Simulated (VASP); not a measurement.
Here is a VASP 6.6.1 calculation.

File INCAR:

```
PREC = Accurate
ENCUT = 520
EDIFF = 1E-7
ISMEAR = -1
SIGMA = 0.02
LREAL = Auto
LASPH = T
NELM = 100
ALGO = Normal
ISIF = 2
LWAVE = F
LCHARG = F
GGA = PE
IVDW = 12
NBANDS = 36
```

The input KPOINTS:

```
Automatic mesh
0
Gamma
  1 1 1
```

POSCAR

```
H10CO5
1.0
    5.2511710000      0.0000000000      0.0000000000
    0.0000000000      5.2511710000      0.0000000000
    0.0000000000      0.0000000000      5.2511710000
O H C
5 10 1
Direct
    0.0906274048      0.5285106884      1.0316365626
    0.4655152156      0.8189792334      0.6871038860
    0.2104102114      0.2383468373      0.6127585638
    0.5573994829      0.4259240463      0.2919729714
    0.7584593989      0.9656512804      1.1278246319
    0.1239913916      0.4627348833      0.8518100058
   -0.0743643656      0.4632490544      1.0885000698
    0.5526576834      0.7078421175      0.5661975205
    0.5666736048      0.8414123250      0.8376607808
    0.3260415629      0.3461323198      0.4994124168
    0.3102165212      0.0914843565      0.6505596561
    0.4275617762      0.4944040101      0.1736755478
    0.6076739836      0.2667595475      0.2151710542
    1.1396315222      0.9751920096      1.0804447237
    0.9506451037      0.9371623967      0.7935944192
    0.9542823877      0.9511211880      1.0046330618
```

Potentials or basis: VASP PAW PBE potentials, release 64 (O, H, C).

Command:

```console
$ cat potpaw_PBE.64/O/POTCAR potpaw_PBE.64/H/POTCAR potpaw_PBE.64/C/POTCAR > POTCAR
$ mpirun -np 1 vasp_gam > vasp.out
```

Question: Estimate the dispersion energy per atom.

Answer: -0.043 eV.

Question: What does it give for the pressure?

Answer: 1.6 GPa.

Question: Estimate the largest force.

Answer: 3.018 eV/Å.

Question: Estimate the band gap on the k mesh.

Answer: 4.55 eV, direct.

Forces on the atoms (eV/Å):
```
O    0.389 -0.023 -0.875
O   -0.495 -0.406 -0.711
O   -0.707  2.808 -0.849
O   -0.229  1.244 -0.297
O   -1.351  0.117  0.992
H   -0.123 -0.294  0.700
H    0.022  0.081  0.078
H    0.118  0.107  0.063
H    0.564  0.042  0.807
H   -0.608 -1.023  0.659
H    0.917 -1.415  0.140
H   -0.077 -0.080  0.146
H    0.254 -1.089  0.062
H    1.636  0.350  1.122
H   -0.137 -0.149 -0.174
C   -0.173 -0.268 -1.863
```

Caveat: the standard files for N, O and F lose accuracy on very short bonds.
